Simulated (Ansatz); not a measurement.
**Si (bcc type): how the settings move a single-point run**

Question: which choices in the input matter for Si (bcc type)?

Program: Ansatz 0.2.0. Level of theory: reference: DFT, PBE, PAW with Ansatz's default frozen-core files, scalar-relativistic. These are calculated values, not measurements.

### Step 1. Starting point

It takes space group Im-3m (No. 229, cubic). Conventional cell: a = 2.525 Å, b = 2.525 Å, c = 2.525 Å, α = 90.00°, β = 90.00°, γ = 90.00°. Si (site symmetry m-3m) has 8 Si at 2.19 Å as nearest neighbours.

Structure file:

```
Si
1.0
    -1.26272    1.26272    1.26272
     1.26272   -1.26272    1.26272
     1.26272    1.26272   -1.26272
Si
1
Cartesian
  0.0000 0.0000 0.0000
```

### Step 2. Baseline

input.yaml reads:

```yaml
crystal:
  lattice:
    - [-1.2627199208, 1.2627199208, 1.2627199208]
    - [1.2627199208, -1.2627199208, 1.2627199208]
    - [1.2627199208, 1.2627199208, -1.2627199208]
  atoms:
    - { symbol: Si, position: [0.0, 0.0, 0.0] }
kpoints:
  mp_grid: { grid: [17, 17, 17] }
scf:
  occupations: { method: fermi_dirac, width: 0.05 }
hamiltonian:
  xc: pbe
  pseudopotentials: { kind: paw }
output:
  forces: true
  stress: true
  eigenvalues: true
  populations: true
```

Command:

```console
$ ansatz run input.yaml --threads 1 --pin off --max-ram 2048MiB --backend cpu --events-out ev --progress --plain --runs-dir out
```

The main lines of its log:

```text
[...]
Basis set: ecut = 420 eV, 141 PW (Γ), exchange–correlation on 30×30×30 points (8 copies of the dense FFT grid, shifted against one another)
[...]
k-points: 165 of 4913
[...]
SCF iter   1: F=—  HF=-632.906410 eV  |F-HF|=—  |Δ(HF+E_count)|=         —  Δρ=6.32e-3  dr2=1.83e-3  ethr=1.77e-3  ⟨swp⟩=6.0  Hψ=10065  notcnv=0
preconditioner: auto → none  [insulator: Δε(μ)=0.254 eV  Ē_g=20.159 eV  σ=0.050 eV  W_gap=0.80  n_scr=0 (ndim 8)  ℏωp=26.2 eV  f_vac=0.000  D(μ)=0.10/eV (n_scr^D=0)  ε∞_Penn≈2.7]
SCF iter   2: F=—  HF=-632.906217 eV  |F-HF|=—  |Δ(HF+E_count)|=   1.94e-4  Δρ=2.91e-3  dr2=3.76e-4  ethr=4.58e-5  ⟨swp⟩=1.1  Hψ=2334  notcnv=0  defer=12
[...]
SCF iter   5: F=-632.906177 eV  HF=-632.906177 eV  |F-HF|=2.27e-13  |Δ(HF+E_count)|=   1.95e-9  Δρ=3.27e-7  dr2=3.80e-12  ethr=6.57e-11  ⟨swp⟩=1.3  Hψ=1021  notcnv=0  defer=12
SCF iter   6: F=-632.906177 eV  HF=-632.906177 eV  |F-HF|=5.68e-13  |Δ(HF+E_count)|=  3.64e-12  Δρ=2.77e-8  dr2=2.52e-14  ethr=1.00e-12  ⟨swp⟩=2.2  Hψ=3302  notcnv=0
[...]
SCF converged after 6 iterations
Free energy (F): -632.906177 eV
[...]
E sigma→0 (E₀):  -632.905657 eV
[...]
Fermi energy:    20.834731 eV
[...]
  P = ⅓ Tr σ = 194.1740 GPa (1941.740 kbar)
[...]
```

Wall time 0.91 s (1 thread of AMD EPYC 7R43 (Zen 3), shared host); peak memory 0.31 GiB.

### Step 3. A further run, with the input changed

Edit input.yaml of step 2 so:

```diff
@@ -10,3 +10,4 @@
 scf:
-  occupations: { method: fermi_dirac, width: 0.05 }
+  occupations: { method: gaussian, width: 0.15 }
+  convergence: { dr2_threshold: 0.0001 }
 hamiltonian:
@@ -19 +20,6 @@
   populations: true
+  write_density: true
+  write_potential: true
+  elf: true
+  volumetric_format: npy
+accuracy: high
```

Command:

```console
$ ansatz run input.yaml --threads 1 --pin off --max-ram 2048MiB --backend cpu --events-out ev --progress --plain --runs-dir out
```

Standard output (excerpt; [...] marks lines left out):

```text
Warning: scf.convergence.dr2_threshold = 1e-4 eV is looser than this run's default, which is 1e-7 eV or tighter. The error in the forces grows as the threshold's square root, so leave the key out unless less accurate forces are enough
Warning: output.stress: scf.convergence.dr2_threshold = 1e-4 eV is looser than the 1e-10 eV advised for a printed stress (1e-10 eV for each atom of the cell: 1). What an SCF threshold leaves in a stress goes as its square root, and in the free energy as the threshold itself, and one [...]
Pseudopotentials: kind: paw
Pseudopotential: Si, paw, valence charge 4, recommended cutoff 420 eV (normal)
Functional definition: PBE
[...]
Crystal: 1 atoms, lattice volume = 8.053 Å³
Basis set: ecut = 420 eV, 141 PW (Γ), exchange–correlation on 36×36×36 points (8 copies of the dense FFT grid, shifted against one another)
Bands: 6, of which v1, the nominal top of the filled ones, is band 2 counted from 1 (1 counted from 0)
Symmetry: 48 space group operations
Space group: Im-3m (ITA 229), of the structure as read, at distance tolerance 2.0e-5 Å
k-points: 165 of 4913
[...]
SCF iter   1: F=—  HF=-632.906534 eV  |F-HF|=—  |Δ(HF+E_count)|=         —  Δρ=6.31e-3  dr2=1.82e-3  ethr=1.77e-3  ⟨swp⟩=5.7  Hψ=9708  notcnv=0
[...]
SCF iter   6: F=-632.906297 eV  HF=-632.906297 eV  |F-HF|=4.55e-13  |Δ(HF+E_count)|=  1.36e-12  Δρ=2.68e-8  dr2=1.50e-14  ethr=1.00e-12  ⟨swp⟩=4.3  Hψ=4012  notcnv=0
[...]
SCF converged after 6 iterations
Free energy (F): -632.906297 eV
[...]
E sigma→0 (E₀):  -632.905617 eV
Entropy (-TS):   -0.001360 eV (-1.360 meV/atom)
Fermi energy:    20.816544 eV
[...]
--- Forces (eV/Å), atoms counted from 1 ---
  atom   1  Si     0.00000000    -0.00000000     0.00000000
[...]
--- Stress (GPa, compression-positive) ---
      194.171171       0.000000       0.000000
        0.000000     194.171171      -0.000000
        0.000000       0.000000     194.171171
  P = ⅓ Tr σ = 194.1712 GPa (1941.712 kbar)
--- Band table (eV; the first three rows and the last of 165) ---
  k-point 0: bands = ["-0.0526", "36.3707", "36.3707", "36.3707", "41.5319", "41.5319"]
[...]
--- Löwdin populations: 1 site ---
  site symbol       q [e]
     0     Si      3.8169
  spilling = 0.045777 (of n_electrons = 4.000000)
```

Wall time 0.93 s (1 thread of AMD EPYC 7R43 (Zen 3), shared host); peak memory 0.31 GiB.

### Step 4. A look at that input

This run ends as converged, with warnings (force scf threshold loose, stress scf threshold loose). Its log warns: «scf.convergence.dr2_threshold = 1e-4 eV is looser than this run's default, which is 1e-7 eV or tighter. The error in the forces grows as the threshold's square root ...»

The threshold asked is loose, but the program put off the close and ended at dr2 = 1.5e-14, so little accuracy was lost here.

To undo it: delete scf.convergence.dr2_threshold (the default then holds).

Changing the smearing, convergence setting and accuracy level hardly moves the energy: 0.0 meV/atom.

### Step 5. All runs together

| run | ending | energy change | pressure (GPa) | gap (eV) | force (eV/Å) | cycles | time |
| --- | --- | --- | --- | --- | --- | --- | --- |
| reference | converged | 0 | 194.2 | 0.00 | 0.00 | 6 | 0.91 s |
| 1: occupations.method gaussian, occupations.width 0.15, dr2_threshold 0.0001, accuracy high | converged | 0.0 meV/atom (σ→0) | 194.2 | 0.00 | 0.00 | 6 | 0.93 s |

Times don't compare one to one where runs were asked for different outputs or read a saved state (see the inputs); cycles may leave out searches for a lower state.

Residual by cycle in the longest SCF loop of each run; runs are numbered as in the table. The quantity is the density residual dr2, in eV.

| cycle | reference | run 1 |
| --- | --- | --- |
| 1 | 0.00183 | 0.00182 |
| 2 | 3.8e-4 | 3.8e-4 |
| 3 | 2.2e-7 | 1.8e-7 |
| 4 | 2.6e-9 | 2.9e-9 |
| 5 | 3.8e-12 | 3.0e-12 |
| 6 | 2.5e-14 | 1.5e-14 |

**Reading.** Changing the smearing, convergence setting and accuracy level hardly moves the energy: 0.0 meV/atom. The structure is not at rest: the sound run finds 194 GPa, so these are no properties of the relaxed crystal. 
